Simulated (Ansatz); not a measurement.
# In5Sb5H18: the cost of one run

Program: Ansatz 0.2.0. Level of theory: DFT PBE, scalar-relativistic, plane waves, PAW. These are calculated values, not measurements.

2 further runs of the same task are left out: 1 that didn't finish, 1 set aside as unsound or not needed.

### 1 The system as given

Symmetry: F-43m, No. 216, cubic system. The conventional cell has a = 6.635 Å, b = 6.635 Å, c = 6.635 Å, α = 90.00°, β = 90.00°, γ = 90.00°. Around In (site symmetry -43m) lie 4 Sb at 2.87 Å. Sb (site symmetry -43m) is surrounded by 4 In at 2.87 Å.

Coordinates:

```
CELL_PARAMETERS angstrom
0.00000 3.31742 3.31742
3.31742 0.00000 3.31742
3.31742 3.31742 0.00000
ATOMIC_POSITIONS crystal
In 0.00000 0.00000 0.00000
Sb 0.25000 0.25000 0.25000
```

This cell was relaxed beforehand with the same method: volume 36.51 Å³/atom, gap on the mesh none (metal).

### 2 The cluster of 10 host atoms with H caps, cut as a sphere about point 0.26 0.45 0.45

The cluster is cut from the relaxed crystal and set in a periodic box with vacuum round it. Its excess energy counts from the bulk, -6041.2940 eV an atom. Each H cap counts from half an H2 molecule (-15.872 eV in a separate run).

The cell holds 5 Sb, 5 In, 18 H: a = 16.600 Å, b = 16.900 Å, c = 17.200 Å, α = 90.00°, β = 90.00°, γ = 90.00°.

### 3 Relaxation

File input.yaml:

```yaml
crystal:
  lattice:
    - [16.6, 0.0, 0.0]
    - [0.0, 16.9, 0.0]
    - [0.0, 0.0, 17.2]
  atoms:
    - { symbol: Sb, position: [0.5, 0.4018513317, 0.5964367729] }
    - { symbol: In, position: [0.4000775606, 0.5, 0.5] }
    - { symbol: Sb, position: [0.5, 0.5981486683, 0.4035632271] }
    - { symbol: In, position: [0.5999224394, 0.3037026634, 0.5] }
    - { symbol: In, position: [0.5999224394, 0.6962973366, 0.5] }
    - { symbol: Sb, position: [0.3001551212, 0.4018513317, 0.4035632271] }
    - { symbol: Sb, position: [0.6998448788, 0.4018513317, 0.4035632271] }
    - { symbol: In, position: [0.5999224394, 0.5, 0.3071264542] }
    - { symbol: In, position: [0.5999224394, 0.5, 0.6928735458] }
    - { symbol: Sb, position: [0.6998448788, 0.5981486683, 0.5964367729] }
    - { symbol: H, position: [0.4405259662, 0.34343305, 0.6538361311] }
    - { symbol: H, position: [0.3395601227, 0.5594431638, 0.5584063644] }
    - { symbol: H, position: [0.4405259662, 0.65656695, 0.3461638689] }
    - { symbol: H, position: [0.5394050016, 0.2442594996, 0.4415936356] }
    - { symbol: H, position: [0.6604398773, 0.2442594996, 0.5584063644] }
    - { symbol: H, position: [0.5394050016, 0.7557405004, 0.5584063644] }
    - { symbol: H, position: [0.6604398773, 0.7557405004, 0.4415936356] }
    - { symbol: H, position: [0.3596291549, 0.34343305, 0.3461638689] }
    - { symbol: H, position: [0.2406810874, 0.34343305, 0.4609625852] }
    - { symbol: H, position: [0.2406810874, 0.4602696134, 0.3461638689] }
    - { symbol: H, position: [0.7593189126, 0.34343305, 0.3461638689] }
    - { symbol: H, position: [0.7593189126, 0.4602696134, 0.4609625852] }
    - { symbol: H, position: [0.5394050016, 0.4405568362, 0.2487200897] }
    - { symbol: H, position: [0.6604398773, 0.5594431638, 0.2487200897] }
    - { symbol: H, position: [0.5394050016, 0.5594431638, 0.7512799103] }
    - { symbol: H, position: [0.6604398773, 0.4405568362, 0.7512799103] }
    - { symbol: H, position: [0.7593189126, 0.65656695, 0.6538361311] }
    - { symbol: H, position: [0.7593189126, 0.5397303866, 0.5390374148] }
basis:
  ecutwfc: 420
kpoints:
  mp_grid: { grid: [1, 1, 1] }
hamiltonian:
  xc: pbe
scf:
  occupations: { method: gaussian, width: 0.05 }
output:
  forces: true
  eigenvalues: true
  populations: true
  write_density: true
  write_potential: true
  elf: true
  volumetric_format: npy
relax:
  adjacent_minimum: "off"
  f_tol: 0.03
  max_steps: 40
```

Run with:

```bash
$ ansatz run input.yaml --threads 4 --pin off --max-ram 11264MiB --backend cpu --events-out ev --progress --plain --runs-dir out
```

**Question.** How long does this run take on 4 threads of Arm Neoverse V2, shared host, and how much memory does it need?

About 2.9 min, with a peak of 2.9 GiB.
